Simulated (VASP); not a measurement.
# LiCl (Fm-3m) in VASP: notebook

Aim: see how the results for LiCl move with the level of theory and the settings. Levels: r2SCAN, PBEsol. Tasks: relaxation of cell and atoms.

All numbers are computed with VASP 6.6.1; they aren't measurements. Logs are shortened: lines on timing, memory, paths and dates and some standing lists are left out, and cuts for length are marked.

## 1. The structure

The structure is cubic, space group Fm-3m (No. 225). Conventional cell: a = 5.130 Å, b = 5.130 Å, c = 5.130 Å, α = 90.00°, β = 90.00°, γ = 90.00°. Around Li (site symmetry m-3m) lie 6 Cl at 2.56 Å. Cl (site symmetry m-3m) is surrounded by 6 Li at 2.56 Å.

## 2. Relaxation of cell and atoms, r2SCAN

Contents of INCAR:

```
PREC     = Accurate       # precision mode
ENCUT    = 600            # plane-wave cutoff, eV
EDIFF    = 1E-6           # SCF threshold, eV
ISMEAR   = 0              # smearing method
SIGMA    = 0.03           # smearing width, eV
LREAL    = F              # projectors in reciprocal space
LASPH    = T              # aspherical terms in the spheres
NELM     = 80             # most SCF steps
ALGO     = Normal         # electronic algorithm
ISIF     = 3              # what is computed and relaxed
LWAVE    = F              # write WAVECAR
LCHARG   = F              # write CHGCAR
METAGGA  = R2SCAN         # meta-GGA
LMIXTAU  = T            
IBRION   = 2              # ionic algorithm
NSW      = 90             # ionic steps
EDIFFG   = -0.01          # ionic threshold
```

Contents of KPOINTS:

```
Automatic mesh
0
Gamma
  10 10 10
```

Contents of POSCAR:

```
LiCl
1.0
    0.0000000000      2.5647700000      2.5647700000
    2.5647700000      0.0000000000      2.5647700000
    2.5647700000      2.5647700000      0.0000000000
Li Cl
1 1
Direct
    0.0000000000      0.0000000000      0.0000000000
    0.5000000000      0.5000000000      0.5000000000
```

Potentials or basis: VASP PAW PBE potentials, release 64 (Li_sv, Cl).

Started as:

```console
$ cat potpaw_PBE.64/Li_sv/POTCAR potpaw_PBE.64/Cl/POTCAR > POTCAR
$ mpirun -np 1 vasp_std > vasp.out
```

OUTCAR:

```text
PREC = Accurate
   ENCUT = 600
   EDIFF = 1E-6
   ISMEAR = 0
   LREAL = F
   LASPH = T
   NELM = 80
   ISIF = 3
   METAGGA = R2SCAN
   IBRION = 2
   NSW = 90
   EDIFFG = -0.01

 ion  position               nearest neighbor table
   1  0.000  0.000  0.000-   2 2.56   2 2.56   2 2.56   2 2.56   2 2.56   2 2.56
   2  0.500  0.500  0.500-   1 2.56   1 2.56   1 2.56   1 2.56   1 2.56   1 2.56

  LATTYP: Found a face centered cubic cell.
 ALAT       =     5.1295400000

  Lattice vectors:

 A1 = (   0.0000000000,   2.5647700000,   2.5647700000)
 A2 = (   2.5647700000,   0.0000000000,   2.5647700000)
 A3 = (   2.5647700000,   2.5647700000,   0.0000000000)

Analysis of symmetry for initial positions (statically):
=====================================================================
 Subroutine PRICEL returns:
 Original cell was already a primitive cell.

 Routine SETGRP: Setting up the symmetry group for a
 face centered cubic supercell.

 Subroutine GETGRP returns: Found 48 space group operations
 (whereof 48 operations were pure point group operations)
 out of a pool of 48 trial point group operations.

The static configuration has the point symmetry O_h .

Analysis of symmetry for dynamics (positions and initial velocities):
=====================================================================
 Subroutine PRICEL returns:
 Original cell was already a primitive cell.

 Routine SETGRP: Setting up the symmetry group for a
 face centered cubic supercell.

 Subroutine GETGRP returns: Found 48 space group operations
 (whereof 48 operations were pure point group operations)
 out of a pool of 48 trial point group operations.

The dynamic configuration has the point symmetry O_h .

 Subroutine INISYM returns: Found 48 space group operations
 (whereof 48 operations are pure point group operations),
 and found     1 'primitive' translations

----------------------------------------------------------------------------------------

                                     Primitive cell

  volume of cell :      33.7423

  direct lattice vectors                    reciprocal lattice vectors
     0.000000000  2.564770000  2.564770000    -0.194949255  0.194949255  0.194949255
     2.564770000  0.000000000  2.564770000     0.194949255 -0.194949255  0.194949255
     2.564770000  2.564770000  0.000000000     0.194949255  0.194949255 -0.194949255

  length of vectors
     3.627132518  3.627132518  3.627132518     0.337662014  0.337662014  0.337662014

  position of ions in fractional coordinates (direct lattice)
     0.000000000  0.000000000  0.000000000
     0.500000000  0.500000000  0.500000000

  ion indices of the primitive-cell ions
   primitive index   ion index
                 1           1
                 2           2

----------------------------------------------------------------------------------------

 KPOINTS: Automatic mesh

Automatic generation of k-mesh.
 Grid dimensions read from file:
 generate k-points for:   10   10   10

 Generating k-lattice:

  Cartesian coordinates                     Fractional coordinates (reciprocal lattice)
    -0.019494925  0.019494925  0.019494925     0.100000000  0.000000000  0.000000000
     0.019494925 -0.019494925  0.019494925     0.000000000  0.100000000  0.000000000
     0.019494925  0.019494925 -0.019494925     0.000000000  0.000000000  0.100000000

  Length of vectors
     0.033766201  0.033766201  0.033766201

  Shift w.r.t. Gamma in fractional coordinates (k-lattice)
     0.000000000  0.000000000  0.000000000

 Subroutine IBZKPT returns following result:
 ===========================================

 Found     47 irreducible k-points:

 Following reciprocal coordinates:
            Coordinates               Weight
  0.000000  0.000000  0.000000      1.000000
  0.100000  0.000000  0.000000      8.000000
  0.200000  0.000000  0.000000      8.000000
  0.300000  0.000000  0.000000      8.000000
  0.400000  0.000000  0.000000      8.000000
  0.500000  0.000000  0.000000      4.000000
[... 16 lines left out ...]
  0.300000  0.300000  0.000000      6.000000
  0.400000  0.300000  0.000000     24.000000
 [... further k-points ...]
   k-points           NKPTS =     47   k-points in BZ     NKDIM =     47   number of bands    NBANDS=      9
   number of dos      NEDOS =    301   number of ions     NIONS =      2
   total plane-waves  NPLWV =  27000
   dimension x,y,z NGX =    30 NGY =   30 NGZ =   30
   dimension x,y,z NGXF=    60 NGYF=   60 NGZF=   60
   ions per type =               1   1
   NGX,Y,Z   is equivalent  to a cutoff of  13.75, 13.75, 13.75 a.u.
   NGXF,Y,Z  is equivalent  to a cutoff of  27.50, 27.50, 27.50 a.u.
 SYSTEM =  unknown system
   PREC   = accura    normal or accurate (medium, high low for compatibility)
   ISTART =      0    job   : 0-new  1-cont  2-samecut
   ICHARG =      2    charge: 1-file 2-atom 10-const
   ISPIN  =      1    spin polarized calculation?
   LNONCOLLINEAR =      F non collinear calculations
   LSORBIT =      F    spin-orbit coupling
   LASPH  =      T    aspherical Exc in radial PAW
   ENCUT  =  600.0 eV  44.10 Ry    6.64 a.u.   7.24  7.24  7.24*2*pi/ulx,y,z
   NELM   =     80;   NELMIN=  2; NELMDL= -5     # of ELM steps
   EDIFF  = 0.1E-05   stopping-criterion for ELM
   LREAL  =      F    real-space projection
   EDIFFG = -.1E-01   stopping-criterion for IOM
   NSW    =     90    number of steps for IOM
   IBRION =      2    ionic relax: 0-MD 1-quasi-New 2-CG
   NFREE  =      1    steps in history (QN), initial steepest desc. (CG)
   ISIF   =      3    stress and relaxation
   ISYM   =      2    0-nonsym 1-usesym 2-fastsym
   POTIM  = 0.5000    time-step for ionic-motion
   TEBEG  =    0.0;   TEEND  =   0.0 temperature during run
   PSTRESS=    0.0 pullay stress
   NELECT =      10.0000    total number of electrons
   NUPDOWN=      -1.0000    fix difference up-down
   EMIN   =  10.00;   EMAX   =-10.00  energy-range for DOS
   EFERMI =   0.00;   METHOD = LEGACY
   ISMEAR =     0;   SIGMA  =   0.03  broadening in eV -4-tet -1-fermi 0-gaus
   EFERMI_NEDOS =   21; number of points for ismear=-14 and -15
   IALGO  =     38    algorithm
   IMIX   =      4    mixing-type and parameters
     AMIX     =   0.40;   BMIX     =  1.00
     AMIX_MAG =   1.60;   BMIX_MAG =  1.00
  volume/ion in A,a.u.               =      16.87       113.85
  Fermi-wavevector in a.u.,A,eV,Ry     =   1.091482  2.062601 16.209056  1.191332
  Thomas-Fermi vector in A             =   2.227728
   LORBIT       =      0    0 simple, 1 ext, 2 COOP (PROOUT), +10 PAW based schemes
   METAGGA = R2SCAN    functional components
   LHFCALC =     F    Hartree Fock is set to
   AEXX    =    0.0000 exact exchange contribution
   IVDW    =     0    specifies the selected vdW correction
   LEPSILON=     F    determine dielectric tensor
   LRPA    =     F    only Hartree local field effects (RPA)
 conjugate gradient relaxation of ions
 non-spin polarized calculation
 Gauss-broadening in eV      SIGMA  =   0.03
  energy-cutoff  :      600.00
  volume of cell :       33.74
 maximum number of plane-waves:      1158
 NGX is ok and might be reduce to    30
   NGX = 15   NGY = 15   NGZ = 15

--------------------------------------- Ionic step        1  -------------------------------------------

 number of electron      10.0000004 magnetization

 Free energy of the ion-electron system (eV)
  ---------------------------------------------------
  ext. energy  EPLUGINS =         0.00000000
  ---------------------------------------------------
  free energy    TOTEN  =       -12.58800714 eV

  energy without entropy =      -12.58800714  energy(sigma->0) =      -12.58800714

------------------------ aborting loop because EDIFF is reached ----------------------------------------

  FORCE on cell =-STRESS in cart. coord.  units (eV):
  Direction    XX          YY          ZZ          XY          YZ          ZX
  --------------------------------------------------------------------------------------
  -------------------------------------------------------------------------------------
  Total       -0.1832442     -0.1832442     -0.1832442      0.0000000      0.0000000     -0.0000000
  in kB       -8.7009258     -8.7009258     -8.7009258      0.0000000      0.0000000     -0.0000000
  external PRESSURE =      -8.7009258 kB  Pullay stress =       0.0000000 kB

 VOLUME and BASIS-vectors are now :
 -----------------------------------------------------------------------------
  energy-cutoff  :      600.00
  volume of cell :       33.74
      direct lattice vectors                 reciprocal lattice vectors
     0.000000000  2.564770000  2.564770000    -0.194949255  0.194949255  0.194949255
     2.564770000  0.000000000  2.564770000     0.194949255 -0.194949255  0.194949255
     2.564770000  2.564770000  0.000000000     0.194949255  0.194949255 -0.194949255
[... 73 lines left out ...]
 POSITION                                       TOTAL-FORCE (eV/Angst)
 -----------------------------------------------------------------------------------
      0.00000      0.00000      0.00000         0.000000     -0.000000      0.000000
      2.54945      2.54945      2.54945        -0.000000      0.000000     -0.000000
 -----------------------------------------------------------------------------------
    total drift:                               -0.000000     -0.000000      0.000000

  FREE ENERGIE OF THE ION-ELECTRON SYSTEM (eV)
  ---------------------------------------------------
  free  energy   TOTEN  =       -12.5904984257 eV

  energy  without entropy=      -12.5904984257  energy(sigma->0) =      -12.59049843

--------------------------------------- Ionic step        4  -------------------------------------------

 number of electron       9.9999997 magnetization

 Free energy of the ion-electron system (eV)
  ---------------------------------------------------
  ext. energy  EPLUGINS =         0.00000000
  ---------------------------------------------------
  free energy    TOTEN  =       -12.59081031 eV

  energy without entropy =      -12.59081031  energy(sigma->0) =      -12.59081031

 E-fermi :   0.7049     XC(G=0):  -9.2892

 val. band max:        0.3986039675   @ k =   0.0000   0.0000   0.0000
 cond. band min:       7.8764030217   @ k =   0.0000   0.0000   0.0000
 fundamental gap:      7.4777990543
 Fermi energy:         0.7049209947

 k-point     1 :       0.0000    0.0000    0.0000
  band No.  band energies     occupation
      1     -44.3746      2.00000
      2     -13.6844      2.00000
      3       0.3986      2.00000
      4       0.3986      2.00000
      5       0.3986      2.00000
      6       7.8764      0.00000
      7      13.0822      0.00000
      8      13.0822      0.00000
      9      13.0822      0.00000

 k-point     2 :       0.1000    0.0000    0.0000
  band No.  band energies     occupation
      1     -44.3743      2.00000
      2     -13.6311      2.00000
      3       0.0397      2.00000
      4       0.3686      2.00000
      5       0.3686      2.00000
      6       8.1889      0.00000
      7      12.5384      0.00000
      8      13.1340      0.00000
      9      13.1341      0.00000
[... 253 lines left out ...]
 k-point    24 :       0.4000    0.3000    0.0000
  band No.  band energies     occupation
      1     -44.3714      2.00000
      2     -13.0001      2.00000
      3      -2.0494      2.00000
      4      -0.6525      2.00000
      5      -0.5189      2.00000
      6       9.6693      0.00000
      7      10.0947      0.00000
      8      12.1435      0.00000
      9      14.2358      0.00000

 [... further k-points ...]

------------------------ aborting loop because EDIFF is reached ----------------------------------------

  FORCE on cell =-STRESS in cart. coord.  units (eV):
  Direction    XX          YY          ZZ          XY          YZ          ZX
  --------------------------------------------------------------------------------------
  -------------------------------------------------------------------------------------
  Total        0.0197540      0.0197540      0.0197540      0.0000000     -0.0000000      0.0000000
  in kB        0.9639787      0.9639787      0.9639787      0.0000000     -0.0000000      0.0000000
  external PRESSURE =       0.9639787 kB  Pullay stress =       0.0000000 kB

 VOLUME and BASIS-vectors are now :
 -----------------------------------------------------------------------------
  energy-cutoff  :      600.00
  volume of cell :       32.83
      direct lattice vectors                 reciprocal lattice vectors
    -0.000000000  2.541497266  2.541497266    -0.196734424  0.196734424  0.196734424
     2.541497266  0.000000000  2.541497266     0.196734424 -0.196734424  0.196734424
     2.541497266  2.541497266 -0.000000000     0.196734424  0.196734424 -0.196734424

 POSITION                                       TOTAL-FORCE (eV/Angst)
 -----------------------------------------------------------------------------------
      2.54150      2.54150     -0.00000         0.000000     -0.000000     -0.000000
      2.54150      2.54150      2.54150        -0.000000      0.000000      0.000000
 -----------------------------------------------------------------------------------
    total drift:                                0.000000     -0.000000      0.000000

  FREE ENERGIE OF THE ION-ELECTRON SYSTEM (eV)
  ---------------------------------------------------
  free  energy   TOTEN  =       -12.5908103091 eV

  energy  without entropy=      -12.5908103091  energy(sigma->0) =      -12.59081031

 reached required accuracy - stopping structural energy minimisation
```

Run time: 3.6 min. Hardware: 1 thread of Intel Xeon Platinum 8488C (Sapphire Rapids), shared host; peak memory 0.17 GiB.

Results:

- Free energy: -12.5908 eV
- Relaxed volume: 16.42 Å³/atom
- Relaxed cell: a = 3.594 Å, b = 3.594 Å, c = 3.594 Å, α = 60.00°, β = 60.00°, γ = 60.00°
- Space group after relaxing (to 0.05 Å): Fm-3m (No. 225)
- Energy gained by relaxing: 1.4 meV/atom
- Ionic steps: 4
- Pressure after relaxing: 0.1 GPa
- Band gap on the k mesh: 7.48 eV, direct

Step by step:
```tsv
step	energy change (eV)	largest force (eV/Å)	pressure (GPa)	volume (Å³)
1	0.0000	0.0000	-0.87	33.74
2	-0.0021	0.0000	-0.43	33.30
3	-0.0025	0.0000	-0.25	33.14
4	-0.0028	0.0000	0.10	32.83
```

Final structure:
```yaml
crystal:
  lattice:
    - [0.00000, 2.54150, 2.54150]
    - [2.54150, 0.00000, 2.54150]
    - [2.54150, 2.54150, 0.00000]
  atoms:
    - { symbol: Li, position: [0.00000, 0.00000, 0.00000] }
    - { symbol: Cl, position: [0.50000, 0.50000, 0.50000] }
```

Caveat: the cutoff is under 1.25 times the usual one of these potentials, so pressure, stress and relaxed cells hold a basis-set (Pulay) error; the PAW data sets were made with another functional, which shifts forces and pressure a little. r2SCAN opens gaps a little over a GGA but as a rule still falls short of measured ones.

(Part 1 of 2 ends here.)
